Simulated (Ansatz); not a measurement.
Gd (Im-3m); free moments.

```
Gd
1.0
    -2.02500    2.02500    2.02500
     2.02500   -2.02500    2.02500
     2.02500    2.02500   -2.02500
Gd
1
Cartesian
  0.0000 0.0000 0.0000
```

The reference geometry is a structure as deposited in COD; nothing is relaxed.

Functional, mesh and filling: PBE, 11×11×11 k mesh, Fermi–Dirac smearing of 0.03 eV. LAPW is all-electron LAPW in Ansatz 0.2.0. Site moments are integrated in spheres about the atoms. Start moments (μB): Gd 7.

The self-consistent cycle went as follows.

| iteration | Harris–Foulkes energy less the last (meV) | density residual (eV) | M (μB) | ∫|m| (μB) |
| --- | --- | --- | --- | --- |
| 1 | 131.683 | 2.3e-02 | 7.5147 | 7.5147 |
| 2 | 120.422 | 1.6e-02 | 7.5827 | 7.5827 |
| 3 | 7.513 | 1.1e-03 | 7.6644 | 7.6644 |
| 4 | 11.198 | 1.2e-03 | 7.6854 | 7.6854 |
| 5 | 2.777 | 6.7e-04 | 7.6676 | 7.6677 |
| 6 | 0.026 | 1.2e-05 | 7.6600 | 7.6600 |
| 7 | 0.003 | 3.0e-06 | 7.6563 | 7.6563 |
| 8 | 0.000 | 1.0e-07 | 7.6544 | 7.6545 |
| 9 | 0.000 | 5.6e-10 | 7.6541 | 7.6541 |
| 10 | 0.000 | 3.9e-10 | 7.6539 | 7.6539 |

Site moments (μB): Gd 7.47. Cell moment 7.65 μB.

Without U a semilocal functional puts the f levels too near the Fermi level, which can change moments and the order of magnetic states; site and cell moments are spin moments. Spin–orbit coupling is left out although heavy atoms are present. With open f shells a run can end in a state that isn't the lowest. These are results for the start and cell typed. The real compound can order otherwise, in a larger cell, or not at all, since semilocal functionals at zero temperature often overstate magnetism.
